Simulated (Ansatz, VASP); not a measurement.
**MgI2: VASP beside Ansatz**

```xyz
3
Lattice="4.1388 0.0000 0.0000 -2.0694 3.5843 0.0000 0.0000 0.0000 7.6847" Properties=species:S:1:pos:R:3 pbc="T T T"
Mg    0.0000    0.0000    0.0000
I     0.0000    2.3895    6.0687
I     2.0694    1.1948    1.6160
```

Alike in both runs: task single point; functional PBE; k mesh 6 × 6 × 4; occupations gaussian, width 0.05 eV; no spin polarisation.

|  | VASP | Ansatz |
| --- | --- | --- |
| version | VASP 6.6.1 | Ansatz 0.2.0 |
| potentials or method | VASP PAW PBE potentials, release 64 (Mg, I) | scalar-relativistic, plane waves, PAW |
| plane-wave cutoff (eV) | 520 | 520 |
| valence electrons in the cell | 16 | 44 |

|  | VASP | Ansatz | Ansatz less VASP |
| --- | --- | --- | --- |
| gap on the k mesh at the Fermi level (eV) | 3.71 | 3.73 | +0.017 |
| least direct gap on the mesh (eV) | 3.96 | 3.98 | +0.013 |
| pressure (GPa) | 1.8 | 1.8 | +0.05 |
| largest component of the traceless stress (GPa) | 0.13 | 0.13 | -0.008 |
| rms of the force components (eV/Å) | 0.194 | 0.198 | +0.0044 |

Atom by atom the forces differ by 0.004 eV/Å (rms over components). The two sets of potentials don't hold the same shells in valence.

Caveats: spin-orbit coupling is left out, which moves the levels of the heavy elements; this functional lacks dispersion, which binds the layers, so the pressure and a relaxed spacing across them are unreliable. A k mesh can miss the band edges.
